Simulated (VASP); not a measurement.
Write the native input for VASP 6.6.1 that does the following.

* Task: single point
* Functional: PBEsol
* Potentials or basis: VASP PAW PBE potentials, release 64 (Al, Cu)
* Cutoff: 520 eV
* k mesh: 14 × 14 × 14
* Occupations: gaussian, width 0.1 eV
* Spin: no spin polarisation
* Dipole correction: no
* Further INCAR settings: ALGO = Fast; EDIFF = 1e-07; NBANDS = 16

The structure of Al2Cu lies in POSCAR:

```
Al2Cu
1.0
   -2.1446658046      2.1446658046      2.7550406431
    2.1446658046     -2.1446658046      2.7550406431
    2.1446658046      2.1446658046     -2.7550406431
Al Cu
2 1
Direct
    0.7500000000      0.2500000000      0.5000000000
    0.2500000000      0.7500000000      0.5000000000
    0.5000000000      0.5000000000      0.0000000000
```

The cell comes from a database or a generator and needn't be the stable form of this composition.

The cell isn't the ideal one: strained and moved within a subgroup.

The input as run:

INCAR

```
  PREC = Accurate
  ENCUT = 520
  EDIFF = 1E-7
  ISMEAR = 0
  SIGMA = 0.1
  LREAL = F
  LASPH = T
  NELM = 100
  ALGO = Fast
  ISIF = 2
  LWAVE = F
  LCHARG = T
  GGA = PS
  LELF = T
  LVHAR = T
  NBANDS = 16
```

KPOINTS

```
Automatic mesh
0
Gamma
  14 14 14
```

Potentials or basis: VASP PAW PBE potentials, release 64 (Al, Cu).

The run is started by

```console
$ cat potpaw_PBE.64/Al/POTCAR potpaw_PBE.64/Cu/POTCAR > POTCAR
$ mpirun -np 1 vasp_std > vasp.out
```

It gave:

```
Pressure               : -5.7 GPa
Band gap on the k mesh : none (metal or under the smearing width)
```

Caveat: the PAW data sets were made with another functional, which shifts forces and pressure a little.

It took 4 min on 1 thread of Intel(R) Xeon(R) Platinum 8488C (Sapphire Rapids), with other jobs on the host, peak memory 0.31 GiB.
